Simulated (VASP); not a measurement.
# EuS (Fm-3m) in VASP: notebook

One crystal, EuS, is run at these levels: r2SCAN, LAK; tasks: band structure.

Program: VASP 6.6.1. These are calculated values, not measurements. Logs are shortened: lines on timing, memory, paths and dates and some standing lists are left out, and cuts for length are marked.

**Measured values to compare with.**

From “Crystal-field mediated electronic transitions of EuS up to 35 GPa”, 2022, pmc:8786971, for a powder of EuS at 300 K: band gap 1.72 eV (optical).

The results are compared with them further down.

### 1 The structure

It takes space group Fm-3m (No. 225, cubic). The conventional cell has a = 5.957 Å, b = 5.957 Å, c = 5.957 Å, α = 90.00°, β = 90.00°, γ = 90.00°. Around Eu (site symmetry m-3m) lie 6 S at 2.98 Å. Around S (site symmetry m-3m) lie 6 Eu at 2.98 Å.

### 2 Band structure, r2SCAN, collinear spin, ferromagnetic start

Input file INCAR:

```
PREC = Accurate
ENCUT = 520
EDIFF = 1E-6
ISMEAR = -1
SIGMA = 0.05
LREAL = False
LASPH = True
NELM = 100
ALGO = Normal
ISIF = 2
LWAVE = False
LCHARG = False
ISPIN = 2
MAGMOM = 7 0
LORBIT = 11
LMAXMIX = 6
METAGGA = R2SCAN
LMIXTAU = True
NBANDS = 22
```

Input file KPOINTS:

```
regular mesh
0
Gamma
  8 8 8
```

Input file POSCAR:

```
EuS
1.0
    0.0000000000      2.9785000000      2.9785000000
    2.9785000000      0.0000000000      2.9785000000
    2.9785000000      2.9785000000      0.0000000000
Eu S
1 1
Direct
    0.0000000000      0.0000000000      0.0000000000
    0.5000000000      0.5000000000      0.5000000000
```

Input file KPOINTS_OPT:

```
path GXWKGLUWLK,UX
20
line-mode
reciprocal
 0.0000000000  0.0000000000  0.0000000000  G
 0.5000000000  0.0000000000  0.5000000000  X

 0.5000000000  0.0000000000  0.5000000000  X
 0.5000000000  0.2500000000  0.7500000000  W

 0.5000000000  0.2500000000  0.7500000000  W
 0.3750000000  0.3750000000  0.7500000000  K

 0.3750000000  0.3750000000  0.7500000000  K
 0.0000000000  0.0000000000  0.0000000000  G

 0.0000000000  0.0000000000  0.0000000000  G
 0.5000000000  0.5000000000  0.5000000000  L

 0.5000000000  0.5000000000  0.5000000000  L
 0.6250000000  0.2500000000  0.6250000000  U

 0.6250000000  0.2500000000  0.6250000000  U
 0.5000000000  0.2500000000  0.7500000000  W

 0.5000000000  0.2500000000  0.7500000000  W
 0.5000000000  0.5000000000  0.5000000000  L

 0.5000000000  0.5000000000  0.5000000000  L
 0.3750000000  0.3750000000  0.7500000000  K

 0.6250000000  0.2500000000  0.6250000000  U
 0.5000000000  0.0000000000  0.5000000000  X
```

Potentials or basis: VASP PAW PBE potentials, release 64 (Eu, S).

Started as:

```
$ cat potpaw_PBE.64/Eu/POTCAR potpaw_PBE.64/S/POTCAR > POTCAR
$ mpirun -np 1 vasp_std > vasp.out
```

OUTCAR:

```text
PREC = Accurate
   ENCUT = 520
   EDIFF = 1E-6
   ISMEAR = -1
   LREAL = False
   LASPH = True
   NELM = 100
   ISIF = 2
   ISPIN = 2
   LORBIT = 11
   METAGGA = R2SCAN

 ion  position               nearest neighbor table
   1  0.000  0.000  0.000-   2 2.98   2 2.98   2 2.98   2 2.98   2 2.98   2 2.98
   2  0.500  0.500  0.500-   1 2.98   1 2.98   1 2.98   1 2.98   1 2.98   1 2.98

  LATTYP: Found a face centered cubic cell.
 ALAT       =     5.9570000000

  Lattice vectors:

 A1 = (   0.0000000000,   2.9785000000,   2.9785000000)
 A2 = (   2.9785000000,   0.0000000000,   2.9785000000)
 A3 = (   2.9785000000,   2.9785000000,   0.0000000000)

Analysis of symmetry for initial positions (statically):
=====================================================================
 Subroutine PRICEL returns:
 Original cell was already a primitive cell.

 Routine SETGRP: Setting up the symmetry group for a
 face centered cubic supercell.

 Subroutine GETGRP returns: Found 48 space group operations
 (whereof 48 operations were pure point group operations)
 out of a pool of 48 trial point group operations.

The static configuration has the point symmetry O_h .

Analysis of symmetry for dynamics (positions and initial velocities):
=====================================================================
 Subroutine PRICEL returns:
 Original cell was already a primitive cell.

 Routine SETGRP: Setting up the symmetry group for a
 face centered cubic supercell.

 Subroutine GETGRP returns: Found 48 space group operations
 (whereof 48 operations were pure point group operations)
 out of a pool of 48 trial point group operations.

The dynamic configuration has the point symmetry O_h .

Analysis of structural, dynamic, and magnetic symmetry:
=====================================================================
 Subroutine PRICEL returns:
 Original cell was already a primitive cell.

 Routine SETGRP: Setting up the symmetry group for a
 face centered cubic supercell.

 Subroutine GETGRP returns: Found 48 space group operations
 (whereof 48 operations were pure point group operations)
 out of a pool of 48 trial point group operations.

The overall configuration has the point symmetry O_h .

 Subroutine INISYM returns: Found 48 space group operations
 (whereof 48 operations are pure point group operations),
 and found     1 'primitive' translations

----------------------------------------------------------------------------------------

                                     Primitive cell

  volume of cell :      52.8473

  direct lattice vectors                    reciprocal lattice vectors
     0.000000000  2.978500000  2.978500000    -0.167869733  0.167869733  0.167869733
     2.978500000  0.000000000  2.978500000     0.167869733 -0.167869733  0.167869733
     2.978500000  2.978500000  0.000000000     0.167869733  0.167869733 -0.167869733

  length of vectors
     4.212235096  4.212235096  4.212235096     0.290758907  0.290758907  0.290758907

  position of ions in fractional coordinates (direct lattice)
     0.000000000  0.000000000  0.000000000
     0.500000000  0.500000000  0.500000000

  ion indices of the primitive-cell ions
   primitive index   ion index
                 1           1
                 2           2

----------------------------------------------------------------------------------------

 KPOINTS: regular mesh

Automatic generation of k-mesh.
 Grid dimensions read from file:
 generate k-points for:    8    8    8

 Generating k-lattice:

  Cartesian coordinates                     Fractional coordinates (reciprocal lattice)
    -0.020983717  0.020983717  0.020983717     0.125000000  0.000000000  0.000000000
     0.020983717 -0.020983717  0.020983717     0.000000000  0.125000000  0.000000000
     0.020983717  0.020983717 -0.020983717     0.000000000  0.000000000  0.125000000

  Length of vectors
     0.036344863  0.036344863  0.036344863

  Shift w.r.t. Gamma in fractional coordinates (k-lattice)
     0.000000000  0.000000000  0.000000000

 Subroutine IBZKPT returns following result:
 ===========================================

 Found     29 irreducible k-points:

 Following reciprocal coordinates:
            Coordinates               Weight
  0.000000  0.000000  0.000000      1.000000
  0.125000  0.000000  0.000000      8.000000
  0.250000  0.000000  0.000000      8.000000
  0.375000  0.000000  0.000000      8.000000
  0.500000  0.000000  0.000000      4.000000
  0.125000  0.125000  0.000000      6.000000
[... 16 lines left out ...]
  0.500000  0.250000  0.125000     48.000000
 -0.375000  0.250000  0.125000     24.000000
 [... further k-points ...]
   k-points           NKPTS =     29   k-points in BZ     NKDIM =     29   number of bands    NBANDS=     22
   number of dos      NEDOS =    301   number of ions     NIONS =      2
   total plane-waves  NPLWV =  32768
   dimension x,y,z NGX =    32 NGY =   32 NGZ =   32
   dimension x,y,z NGXF=    64 NGYF=   64 NGZF=   64
   ions per type =               1   1
   NGX,Y,Z   is equivalent  to a cutoff of  12.63, 12.63, 12.63 a.u.
   NGXF,Y,Z  is equivalent  to a cutoff of  25.26, 25.26, 25.26 a.u.
 SYSTEM =  unknown system
   PREC   = accura    normal or accurate (medium, high low for compatibility)
   ISTART =      0    job   : 0-new  1-cont  2-samecut
   ICHARG =      2    charge: 1-file 2-atom 10-const
   ISPIN  =      2    spin polarized calculation?
   LNONCOLLINEAR =      F non collinear calculations
   LSORBIT =      F    spin-orbit coupling
   LASPH  =      T    aspherical Exc in radial PAW
   ENCUT  =  520.0 eV  38.22 Ry    6.18 a.u.   7.83  7.83  7.83*2*pi/ulx,y,z
   NELM   =    100;   NELMIN=  2; NELMDL= -5     # of ELM steps
   EDIFF  = 0.1E-05   stopping-criterion for ELM
   LREAL  =      F    real-space projection
[... 7 lines left out ...]
   TEBEG  =    0.0;   TEEND  =   0.0 temperature during run
   PSTRESS=    0.0 pullay stress
   NELECT =      23.0000    total number of electrons
   NUPDOWN=      -1.0000    fix difference up-down
   EMIN   =  10.00;   EMAX   =-10.00  energy-range for DOS
   EFERMI =   0.00;   METHOD = LEGACY
   ISMEAR =    -1;   SIGMA  =   0.05  broadening in eV -4-tet -1-fermi 0-gaus
   EFERMI_NEDOS =   21; number of points for ismear=-14 and -15
   IALGO  =     38    algorithm
   IMIX   =      4    mixing-type and parameters
     AMIX     =   0.40;   BMIX     =  1.00
     AMIX_MAG =   1.60;   BMIX_MAG =  1.00
  volume/ion in A,a.u.               =      26.42       178.32
  Fermi-wavevector in a.u.,A,eV,Ry     =   1.240633  2.344456 20.941667  1.539169
  Thomas-Fermi vector in A             =   2.375065
   LORBIT       =     11    0 simple, 1 ext, 2 COOP (PROOUT), +10 PAW based schemes
   METAGGA = R2SCAN    functional components
   LHFCALC =     F    Hartree Fock is set to
   AEXX    =    0.0000 exact exchange contribution
   IVDW    =     0    specifies the selected vdW correction
   LEPSILON=     F    determine dielectric tensor
   LRPA    =     F    only Hartree local field effects (RPA)
 spin polarized calculation
  energy-cutoff  :      520.00
  volume of cell :       52.85
 maximum number of plane-waves:      1436
   NGX = 15   NGY = 15   NGZ = 15

 number of electron      23.0000004 magnetization       6.9910802

 Free energy of the ion-electron system (eV)
  ---------------------------------------------------
  ext. energy  EPLUGINS =         0.00000000
  ---------------------------------------------------
  free energy    TOTEN  =       -52.61383901 eV

  energy without entropy =      -52.60637965  energy(sigma->0) =      -52.61010933

 E-fermi :   4.3431     XC(G=0): -10.0925

 val. band max:        4.3018809706   @ k =   0.5000   0.5000   0.0000
 cond. band min:       4.3515112092   @ k =   0.0000   0.0000   0.0000
 fundamental gap:      0.0496302387
 Fermi energy:         4.3431008133

 spin component 1

 k-point     1 :       0.0000    0.0000    0.0000
  band No.  band energies     occupation
      1     -38.6362      1.00000
      2     -16.7507      1.00000
      3     -16.7507      1.00000
      4     -16.7507      1.00000
      5      -9.8785      1.00000
      6       1.2686      1.00000
[... 14 lines left out ...]
     21       6.4409      0.00000
     22      12.1637      0.00000

 k-point     2 :       0.1250    0.0000    0.0000
  band No.  band energies     occupation
      1     -38.6343      1.00000
      2     -16.8024      1.00000
      3     -16.7541      1.00000
      4     -16.7541      1.00000
      5      -9.7581      1.00000
      6       0.7414      1.00000
[... 14 lines left out ...]
     21       7.0132      0.00000
     22      12.7567      0.00000

 k-point     3 :       0.2500    0.0000    0.0000
  band No.  band energies     occupation
      1     -38.6297      1.00000
      2     -16.9224      1.00000
      3     -16.7622      1.00000
      4     -16.7622      1.00000
      5      -9.4624      1.00000
      6      -0.2427      1.00000
[... 14 lines left out ...]
     21       8.3485      0.00000
     22      13.1956      0.00000
[... 476 lines left out ...]
 k-point    23 :       0.5000    0.2500    0.1250
  band No.  band energies     occupation
      1     -38.6226      1.00000
      2     -16.9948      1.00000
      3     -16.8371      1.00000
      4     -16.7899      1.00000
      5      -9.2253      1.00000
      6      -0.7463      1.00000
[... 14 lines left out ...]
     21      11.1398      0.00000
     22      11.3383      0.00000

 k-point    24 :      -0.3750    0.2500    0.1250
  band No.  band energies     occupation
      1     -38.6211      1.00000
      2     -17.0185      1.00000
      3     -16.8426      1.00000
      4     -16.7989      1.00000
      5      -9.1630      1.00000
      6      -0.8136      1.00000
[... 14 lines left out ...]
     21      10.7698      0.00000
     22      11.8577      0.00000

 [... further k-points ...]

 spin component 2

 k-point     1 :       0.0000    0.0000    0.0000
  band No.  band energies     occupation
      1     -34.9678      1.00000
      2     -14.1584      1.00000
      3     -14.1584      1.00000
      4     -14.1584      1.00000
      5      -9.8858      1.00000
      6       1.4221      1.00000
[... 14 lines left out ...]
     21      10.6311      0.00000
     22      13.5428      0.00000

 k-point     2 :       0.1250    0.0000    0.0000
  band No.  band energies     occupation
      1     -34.9648      1.00000
      2     -14.2526      1.00000
      3     -14.1626      1.00000
      4     -14.1625      1.00000
      5      -9.7326      1.00000
      6       0.9188      1.00000
[... 14 lines left out ...]
     21      10.6440      0.00000
     22      14.0079      0.00000

 k-point     3 :       0.2500    0.0000    0.0000
  band No.  band energies     occupation
      1     -34.9577      1.00000
      2     -14.4603      1.00000
      3     -14.1724      1.00000
      4     -14.1724      1.00000
      5      -9.3743      1.00000
      6      -0.0239      1.00000
[... 14 lines left out ...]
     21      10.7402      0.00000
     22      14.5118      0.00000
[... 476 lines left out ...]
 k-point    23 :       0.5000    0.2500    0.1250
  band No.  band energies     occupation
      1     -34.9467      1.00000
      2     -14.5673      1.00000
      3     -14.2816      1.00000
      4     -14.2116      1.00000
      5      -9.1493      1.00000
      6      -0.4994      1.00000
[... 14 lines left out ...]
     21      12.2804      0.00000
     22      12.6119      0.00000

 k-point    24 :      -0.3750    0.2500    0.1250
  band No.  band energies     occupation
      1     -34.9444      1.00000
      2     -14.6029      1.00000
      3     -14.2884      1.00000
      4     -14.2254      1.00000
      5      -9.0876      1.00000
      6      -0.5515      1.00000
[... 14 lines left out ...]
     21      12.1068      0.00000
     22      12.9898      0.00000

 [... further k-points ...]

------------------------ aborting loop because EDIFF is reached ----------------------------------------

  FORCE on cell =-STRESS in cart. coord.  units (eV):
  Direction    XX          YY          ZZ          XY          YZ          ZX
  --------------------------------------------------------------------------------------
  -------------------------------------------------------------------------------------
  Total       -0.8579697     -0.8579697     -0.8579697     -0.0000000     -0.0000000      0.0000000
  in kB      -26.0111612    -26.0111612    -26.0111612     -0.0000000     -0.0000000      0.0000000
  external PRESSURE =     -26.0111612 kB  Pullay stress =       0.0000000 kB

 VOLUME and BASIS-vectors are now :
 -----------------------------------------------------------------------------
  energy-cutoff  :      520.00
  volume of cell :       52.85
      direct lattice vectors                 reciprocal lattice vectors
     0.000000000  2.978500000  2.978500000    -0.167869733  0.167869733  0.167869733
     2.978500000  0.000000000  2.978500000     0.167869733 -0.167869733  0.167869733
     2.978500000  2.978500000  0.000000000     0.167869733  0.167869733 -0.167869733

 POSITION                                       TOTAL-FORCE (eV/Angst)
 -----------------------------------------------------------------------------------
      0.00000      0.00000      0.00000        -0.000000      0.000000      0.000000
      2.97850      2.97850      2.97850         0.000000     -0.000000     -0.000000
 -----------------------------------------------------------------------------------
    total drift:                                0.000000     -0.000000     -0.000000

  FREE ENERGIE OF THE ION-ELECTRON SYSTEM (eV)
  ---------------------------------------------------
  free  energy   TOTEN  =       -52.6138390069 eV

  energy  without entropy=      -52.6063796483  energy(sigma->0) =      -52.61010933

 total charge

# of ion       s       p       d       f       tot
--------------------------------------------------
    1        2.034   5.805   0.274   6.696  14.809
    2        1.304   2.466   0.000   0.000   3.771
--------------------------------------------------
tot          3.339   8.272   0.274   6.696  18.580

 magnetization (x)

# of ion       s       p       d       f       tot
--------------------------------------------------
    1       -0.026  -0.192   0.081   6.670   6.534
    2       -0.009  -0.071   0.000   0.000  -0.080
--------------------------------------------------
tot         -0.035  -0.263   0.081   6.670   6.453
```

Wall time 13 min (1 thread of Intel Xeon Platinum 8375C at 2.90GHz (Ice Lake), shared host); peak memory 0.27 GiB.

Results:

* Free energy: -52.6138 eV
* Pressure: -2.6 GPa
* Band gap along the path: none (metal or under the smearing width)
* Net moment: 6.99 μB per cell
* Site moments: Eu +6.53; S -0.08 μB
* Valence electrons inside the program's atomic spheres: Eu 14.81; S 3.77

Levels at the corners of the path, in eV from the Fermi level:
Spin up:
```
point  band 13  band 14  band 15  band 16  band 17  band 18
    Γ     0.01     0.01     0.01     1.20     1.20     1.20
    X    -0.36    -0.31    -0.14    -0.14     3.25     3.60
    X    -0.36    -0.31    -0.14    -0.14     3.25     3.60
    W    -0.33    -0.31    -0.30     2.05     2.05     3.83
    W    -0.33    -0.31    -0.30     2.05     2.05     3.83
    K    -0.35    -0.31    -0.26     0.90     3.85     4.25
    K    -0.35    -0.31    -0.26     0.90     3.85     4.25
    Γ     0.01     0.01     0.01     1.20     1.20     1.20
    Γ     0.01     0.01     0.01     1.20     1.20     1.20
    L    -0.34    -0.31    -0.30     3.18     3.45     3.84
    L    -0.34    -0.31    -0.30     3.18     3.45     3.84
    U    -0.35    -0.31    -0.26     0.90     3.85     4.25
    U    -0.35    -0.31    -0.26     0.90     3.85     4.25
    W    -0.33    -0.31    -0.30     2.05     2.05     3.83
    W    -0.33    -0.31    -0.30     2.05     2.05     3.83
    L    -0.34    -0.31    -0.30     3.18     3.45     3.84
    L    -0.34    -0.31    -0.30     3.18     3.45     3.84
    K    -0.35    -0.31    -0.26     0.90     3.85     4.25
    U    -0.35    -0.31    -0.26     0.90     3.85     4.25
    X    -0.36    -0.31    -0.14    -0.14     3.25     3.60
```
Spin down:
| point | band 4 | band 5 | band 6 | band 7 | band 8 | band 9 | band 10 | band 11 | band 12 | band 13 |
| --- | --- | --- | --- | --- | --- | --- | --- | --- | --- | --- |
| Γ | -18.50 | -14.23 | -2.92 | -2.92 | -2.92 | 1.90 | 2.05 | 2.05 | 2.05 | 3.06 |
| X | -18.63 | -13.90 | -4.06 | -3.27 | -3.27 | -0.04 | 4.34 | 4.54 | 5.58 | 5.81 |
| X | -18.63 | -13.90 | -4.06 | -3.27 | -3.27 | -0.04 | 4.34 | 4.54 | 5.58 | 5.81 |
| W | -18.70 | -13.64 | -4.25 | -3.85 | -3.85 | 2.48 | 2.48 | 4.80 | 5.18 | 5.83 |
| W | -18.70 | -13.64 | -4.25 | -3.85 | -3.85 | 2.48 | 2.48 | 4.80 | 5.18 | 5.83 |
| K | -18.59 | -13.65 | -4.23 | -3.98 | -3.67 | 1.31 | 4.35 | 5.13 | 5.16 | 5.49 |
| K | -18.59 | -13.65 | -4.23 | -3.98 | -3.67 | 1.31 | 4.35 | 5.13 | 5.16 | 5.49 |
| Γ | -18.50 | -14.23 | -2.92 | -2.92 | -2.92 | 1.90 | 2.05 | 2.05 | 2.05 | 3.06 |
| Γ | -18.50 | -14.23 | -2.92 | -2.92 | -2.92 | 1.90 | 2.05 | 2.05 | 2.05 | 3.06 |
| L | -18.53 | -13.22 | -5.41 | -4.06 | -4.06 | 3.22 | 4.35 | 5.09 | 5.09 | 5.29 |
| L | -18.53 | -13.22 | -5.41 | -4.06 | -4.06 | 3.22 | 4.35 | 5.09 | 5.09 | 5.29 |
| U | -18.59 | -13.65 | -4.23 | -3.98 | -3.67 | 1.31 | 4.35 | 5.13 | 5.16 | 5.49 |
| U | -18.59 | -13.65 | -4.23 | -3.98 | -3.67 | 1.31 | 4.35 | 5.13 | 5.16 | 5.49 |
| W | -18.70 | -13.64 | -4.25 | -3.85 | -3.85 | 2.48 | 2.48 | 4.80 | 5.18 | 5.83 |
| W | -18.70 | -13.64 | -4.25 | -3.85 | -3.85 | 2.48 | 2.48 | 4.80 | 5.18 | 5.83 |
| L | -18.53 | -13.22 | -5.41 | -4.06 | -4.06 | 3.22 | 4.35 | 5.09 | 5.09 | 5.29 |
| L | -18.53 | -13.22 | -5.41 | -4.06 | -4.06 | 3.22 | 4.35 | 5.09 | 5.09 | 5.29 |
| K | -18.59 | -13.65 | -4.23 | -3.98 | -3.67 | 1.31 | 4.35 | 5.13 | 5.16 | 5.49 |
| U | -18.59 | -13.65 | -4.23 | -3.98 | -3.67 | 1.31 | 4.35 | 5.13 | 5.16 | 5.49 |
| X | -18.63 | -13.90 | -4.06 | -3.27 | -3.27 | -0.04 | 4.34 | 4.54 | 5.58 | 5.81 |

Caveat: the PAW data sets were made with another functional, which shifts forces and pressure a little; spin-orbit coupling is left out, which moves the levels of the heavy elements; a cell with one magnetic atom can't hold antiferromagnetic order, which such compounds often take; without U or exact exchange the open f shell lies at the Fermi level, which spoils levels, moments and volumes. The state reached can hang on the start; a lower one may exist.

(Part 1 of 2 ends here.)
